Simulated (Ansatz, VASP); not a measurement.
Be: VASP beside Ansatz

```
Be
1.0
     0.00000    1.57793    1.57793
     1.57793    0.00000    1.57793
     1.57793    1.57793    0.00000
Be
1
Direct
  0.00000 0.00000 0.00000
```

Alike in both runs: functional PBE; k mesh 20 × 20 × 20; occupations gaussian, width 0.02 eV; no spin polarisation.

Ansatz relaxed the structure, and its values are those at the end. VASP's run is a single point on that final structure, the one shown.

```csv
,VASP,Ansatz
version,VASP 6.6.1,Ansatz 0.2.0
potentials or method,"VASP PAW PBE potentials, release 64 (Be)","scalar-relativistic, plane waves, PAW"
plane-wave cutoff (eV),520,420
valence electrons in the cell,2,2
```

|  | VASP | Ansatz | Ansatz less VASP |
| --- | --- | --- | --- |
| gap on the k mesh at the Fermi level (eV) | none | none | - |
| pressure (GPa) | 0.1 | 0.0 | -0.13 |

A gap of «none» marks a metal or a gap that the smearing closes.
